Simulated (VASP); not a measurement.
Input of a VASP 6.6.1 run:

The input INCAR:

```
PREC = Accurate ; ENCUT = 520
EDIFF = 1E-7 ; ISMEAR = 0
SIGMA = 0.02 ; LREAL = False
LASPH = True ; NELM = 100
ALGO = Fast ; ISIF = 2
LWAVE = False ; LCHARG = True
GGA = PS ; LORBIT = 10
LELF = True ; LVHAR = True
```

File KPOINTS:

```
Automatic mesh
0
Gamma
  10 10 8
```

Contents of POSCAR:

```
TiB2
1.0
    3.0292000000      0.0000000000      0.0000000000
   -1.5146000000      2.6233641531      0.0000000000
    0.0000000000      0.0000000000      3.2284000000
Ti B
1 2
Direct
    0.0000000000      0.0000000000      0.0000000000
    0.6666666667      0.3333333333      0.5000000000
    0.3333333333      0.6666666667      0.5000000000
```

Potentials or basis: VASP PAW PBE potentials, release 64 (Ti_sv, B).

Launch:

```console
$ cat potpaw_PBE.64/Ti_sv/POTCAR potpaw_PBE.64/B/POTCAR > POTCAR
$ mpirun -np 1 vasp_std > vasp.out
```

Task: Predict the pressure.

Result: -4.7 GPa.

Task: What does it give for the band gap on the k mesh?

Result: None (metal or under the smearing width).

Stress tensor (GPa, compression positive):
```
-4.09  0.00  0.00
 0.00 -4.09  0.00
 0.00  0.00 -6.04
```

Caveat: the PAW data sets were made with another functional, which shifts forces and pressure a little.
